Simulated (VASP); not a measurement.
# BN (pbesol) (F-43m) in VASP: further runs, part 3 of 3

VASP 6.6.1.

### 6 Single point, PBEsol (volume scaled by 0.98)

INCAR reads:

```
SYSTEM = BN
PREC = Accurate
ENCUT = 600
EDIFF = 1E-6
ISMEAR = 0
SIGMA = 0.01
LREAL = .False.
LASPH = .True.
NELM = 120
ALGO = Normal
ISIF = 2
LWAVE = .False.
LCHARG = .False.
GGA = PS
NBANDS = 11
GGA_COMPAT = .False.
```

KPOINTS reads:

```
Automatic mesh
0
Gamma
  12 12 12
  0 0 0
```

POSCAR reads:

```
BN
1.0
    0.0000000000      1.7907425701      1.7907425701
    1.7907425701      0.0000000000      1.7907425701
    1.7907425701      1.7907425701      0.0000000000
B N
1 1
Direct
    0.0000000000      0.0000000000      0.0000000000
    0.2500000000      0.2500000000      0.2500000000
```

Potentials or basis: VASP PAW PBE potentials, release 64 (B, N).

Started as:

```bash
$ cat potpaw_PBE.64/B/POTCAR potpaw_PBE.64/N/POTCAR > POTCAR
$ mpirun -np 1 vasp_std > vasp.out
```

OUTCAR:

```text
SYSTEM = BN
   PREC = Accurate
   ENCUT = 600
   EDIFF = 1E-6
   ISMEAR = 0
   LREAL = .False.
   LASPH = .True.
   NELM = 120
   ISIF = 2
   GGA = PS

 ion  position               nearest neighbor table
   1  0.000  0.000  0.000-   2 1.55   2 1.55   2 1.55   2 1.55
   2  0.250  0.250  0.250-   1 1.55   1 1.55   1 1.55   1 1.55

  LATTYP: Found a face centered cubic cell.
 ALAT       =     3.5814851402

  Lattice vectors:

 A1 = (   0.0000000000,   1.7907425701,   1.7907425701)
 A2 = (   1.7907425701,   0.0000000000,   1.7907425701)
 A3 = (   1.7907425701,   1.7907425701,   0.0000000000)

Analysis of symmetry for initial positions (statically):
=====================================================================
 Subroutine PRICEL returns:
 Original cell was already a primitive cell.

 Routine SETGRP: Setting up the symmetry group for a
 face centered cubic supercell.

 Subroutine GETGRP returns: Found 24 space group operations
 (whereof 24 operations were pure point group operations)
 out of a pool of 48 trial point group operations.

The static configuration has the point symmetry T_d .

Analysis of symmetry for dynamics (positions and initial velocities):
=====================================================================
 Subroutine PRICEL returns:
 Original cell was already a primitive cell.

 Routine SETGRP: Setting up the symmetry group for a
 face centered cubic supercell.

 Subroutine GETGRP returns: Found 24 space group operations
 (whereof 24 operations were pure point group operations)
 out of a pool of 48 trial point group operations.

The dynamic configuration has the point symmetry T_d .

 Subroutine INISYM returns: Found 24 space group operations
 (whereof 24 operations are pure point group operations),
 and found     1 'primitive' translations

----------------------------------------------------------------------------------------

                                     Primitive cell

  volume of cell :      11.4850

  direct lattice vectors                    reciprocal lattice vectors
[... 112 lines left out ...]
   GGA     = PS    functional components
   LHFCALC =     F    Hartree Fock is set to
   AEXX    =    0.0000 exact exchange contribution
   IVDW    =     0    specifies the selected vdW correction
   LEPSILON=     F    determine dielectric tensor
   LRPA    =     F    only Hartree local field effects (RPA)
 non-spin polarized calculation
 Gauss-broadening in eV      SIGMA  =   0.01
  energy-cutoff  :      600.00
  volume of cell :       11.48
 maximum number of plane-waves:       392
   NGX = 11   NGY = 11   NGZ = 11

 number of electron       7.9999998 magnetization

 Free energy of the ion-electron system (eV)
  ---------------------------------------------------
  ext. energy  EPLUGINS =         0.00000000
  ---------------------------------------------------
  free energy    TOTEN  =       -18.34357271 eV

  energy without entropy =      -18.34357271  energy(sigma->0) =      -18.34357271

 E-fermi :   7.7533     XC(G=0): -13.1532

 val. band max:        7.7107549652   @ k =   0.0000   0.0000   0.0000
 cond. band min:      12.0160450323   @ k =   0.5000   0.5000   0.0000
 fundamental gap:      4.3052900671
 Fermi energy:         7.7533412240

 k-point     1 :       0.0000    0.0000    0.0000
  band No.  band energies     occupation
      1     -12.8645      2.00000
      2       7.7108      2.00000
      3       7.7108      2.00000
      4       7.7108      2.00000
      5      16.6034      0.00000
      6      16.6034      0.00000
      7      16.6034      0.00000
      8      18.4336      0.00000
      9      32.7480      0.00000
     10      35.7436      0.00000
     11      35.7436      0.00000
[... 309 lines left out ...]
 k-point    24 :      -0.4167    0.1667    0.0000
  band No.  band energies     occupation
      1      -8.0863      2.00000
      2      -2.6129      2.00000
      3       3.4673      2.00000
      4       5.0536      2.00000
      5      17.0301      0.00000
      6      20.0928      0.00000
      7      20.1985      0.00000
      8      23.6746      0.00000
      9      28.9074      0.00000
     10      33.2469      0.00000
     11      34.8364      0.00000

 [... further k-points ...]
[... 5 lines left out ...]
  --------------------------------------------------------------------------------------
  -------------------------------------------------------------------------------------
  Total        0.6082372      0.6082372      0.6082372      0.0000000     -0.0000000      0.0000000
  in kB       84.8504451     84.8504451     84.8504451      0.0000000     -0.0000000      0.0000000
  external PRESSURE =      84.8504451 kB  Pullay stress =       0.0000000 kB

 VOLUME and BASIS-vectors are now :
 -----------------------------------------------------------------------------
  energy-cutoff  :      600.00
  volume of cell :       11.48
      direct lattice vectors                 reciprocal lattice vectors
     0.000000000  1.790742570  1.790742570    -0.279213779  0.279213779  0.279213779
     1.790742570  0.000000000  1.790742570     0.279213779 -0.279213779  0.279213779
     1.790742570  1.790742570  0.000000000     0.279213779  0.279213779 -0.279213779

 POSITION                                       TOTAL-FORCE (eV/Angst)
 -----------------------------------------------------------------------------------
      0.00000      0.00000      0.00000        -0.000000     -0.000000     -0.000000
      0.89537      0.89537      0.89537         0.000000      0.000000      0.000000
 -----------------------------------------------------------------------------------
    total drift:                                0.000000      0.000000      0.000000

  FREE ENERGIE OF THE ION-ELECTRON SYSTEM (eV)
  ---------------------------------------------------
  free  energy   TOTEN  =       -18.3435727140 eV

  energy  without entropy=      -18.3435727140  energy(sigma->0) =      -18.34357271
```

stdout:

```text
POSCAR found type information on POSCAR B N
 POSCAR found :  2 types and       2 ions
 scaLAPACK will be used
 -----------------------------------------------------------------------------
|                                                                             |
|                                                                             |
|     You enforced a specific xc type in the INCAR file but a different       |
|     I HOPE YOU KNOW WHAT YOU ARE DOING!                                     |
|                                                                             |
 -----------------------------------------------------------------------------

 LDA part: xc-table for (Slater+PW92), standard interpolation
 POSCAR, INCAR and KPOINTS ok, starting setup
 FFT: planning ... GRIDC
 FFT: planning ... GRID_SOFT
 FFT: planning ... GRID
 WAVECAR not read
 entering main loop
```

It took 5.3 s on 1 thread of AMD EPYC 9R45 (Zen 5), shared host; peak memory 0.09 GiB.

Results:

| Quantity | Value |
| --- | --- |
| Free energy | -18.3436 eV |
| Pressure | 8.5 GPa |
| Band gap on the k mesh | 4.31 eV, indirect (least direct gap 8.89 eV) |

Caveat: the PAW data sets were made with another functional, which shifts forces and pressure a little.

### 7 Overview

```tsv
cell	smearing	gap on the mesh (eV)	pressure (GPa)
a = 2.498 Å, angles 60.0°, 2 atoms	gaussian 0.02 eV	4.35	27.3
a = 2.471 Å, angles 60.0°, 2 atoms	gaussian 0.02 eV	4.38	43.9
a = 2.550 Å, angles 60.0°, 2 atoms	gaussian 0.02 eV	4.28	0.3
a = 2.524 Å, angles 60.0°, 2 atoms	gaussian 0.02 eV	4.32	12.9
a = 2.532 Å, angles 60.0°, 2 atoms	gaussian 0.01 eV	4.31	8.5
```

Alike in all rows: task single point; level PBEsol; potentials or basis VASP PAW PBE potentials, release 64 (B, N); no spin polarisation; k mesh 12 × 12 × 12; cutoff (eV) 600.

Caveats: the PAW data sets were made with another functional, which shifts forces and pressure a little.

Total energies depend on the potentials used, so only differences within one code and one set of settings carry meaning.

### 8 Comparison with measurements

Step 4. Measured gap of BN: 6.4 eV (indirect; 300 K; a printed reference work, monograph). This calculation gives 4.28 eV (-2.12 eV). The value is that of PBEsol on a finite k mesh, which can miss the band edges, without temperature or zero-point motion. Semilocal functionals fall short of measured gaps as a rule.
